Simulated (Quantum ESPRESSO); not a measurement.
## Ni under changes of volume

One of the cells (10.569 Å³/atom); the others are scaled copies at fixed shape and fractional positions:

```xyz
2
Lattice="2.4480 0.0000 0.0000 -1.2240 2.1201 0.0000 0.0000 0.0000 4.0728" Properties=species:S:1:pos:R:3 pbc="T T T"
Ni    1.2240    0.7067    3.0546
Ni    0.0000    1.4134    1.0182
```

This isn't the form of Ni at room conditions, which is fcc.

* Program: Quantum ESPRESSO 7.5
* Functional: LDA
* Potentials or basis: GBRV 1.5 LDA
* Cutoff: 612 eV
* Density cutoff: 4898 eV
* k mesh: 12 × 12 × 7
* Occupations: fermi-dirac, width 0.05 eV
* Spin: collinear spin, ferromagnetic start
* Starting moments: [1.0, 1.0] μB

```csv
volume (Å³/atom),energy over the lowest point (meV/atom),pressure (GPa),moment (μB per cell)
9.935,1.36,3.4,1.23
10.146,0.00,-1.9,1.25
10.357,5.36,-6.7,1.27
10.569,16.60,-10.9,1.29
10.780,33.08,-14.6,1.31
10.992,?,?,?
11.203,79.42,-20.8,1.34
```

Question: What does the run at 10.992 Å³/atom give?

Answer: Energy over the lowest point 54.19 meV/atom; pressure -17.9 GPa; moment 1.33 μB per cell.

Worked out: A Birch-Murnaghan fit of order 3 (a polynomial in V^(-2/3)) to the other rows has its minimum at 10.08 Å³/atom with B0 = V·E''(V) = 251 GPa and B' = 4.8 at fixed shape and positions, which overstates the stiffness. It gives 54.25 meV/atom at 10.992 Å³/atom, against the run's 54.19, and -dE/dV = -17.6 GPa, against -17.9. A straight line through the other rows of the moment, of slope 0.0879 μB per Å³/atom, gives 1.33 μB, against the run's 1.33.

Energies are extrapolated to zero smearing.
